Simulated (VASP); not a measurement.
## Sn: equation of state with PBEsol

The system is Sn.

```xyz
2
Lattice="0.0000 3.2700 3.2700 3.2700 0.0000 3.2700 3.2700 3.2700 0.0000" Properties=species:S:1:pos:R:3 pbc="T T T"
Sn    4.9050    4.9050    4.9050
Sn    3.2700    3.2700    3.2700
```

This isn't the form of Sn at room conditions, which is tetragonal (white tin).

| Property | Result |
| --- | --- |
| Program | VASP 6.6.1 |
| Task | equation of state |
| Functional | PBEsol |
| Potentials or basis | VASP PAW PBE potentials, release 64 (Sn_d) |
| Cutoff | 520 eV |
| k mesh | 6 × 6 × 6 |
| Occupations | fermi-dirac, width 0.05 eV |
| Spin | no spin polarisation |
| Ladder | gaps |
| Further INCAR settings | ALGO = Fast; EDIFF = 1e-06 |

```yaml
Equilibrium_volume: 35.00 Å³/atom
Bulk_modulus: 41 GPa
Pressure_derivative_of_the_bulk_modulus: "5.6 (rough: it moves with the points fitted)"
```

Energy against volume, from the lowest point:
```
volume (Å³/atom)  energy (meV/atom)
          33.568               8.33
          34.267               2.10
          34.966               0.00
          35.665               1.56
          36.365               6.30
```

All runs of the series together: 96 s on 1 thread of Intel(R) Xeon(R) Platinum 8259CL CPU @ 2.50GHz (Skylake/Cascade Lake) (shared host).

Caveat: the PAW data sets were made with another functional, which shifts forces and pressure a little.
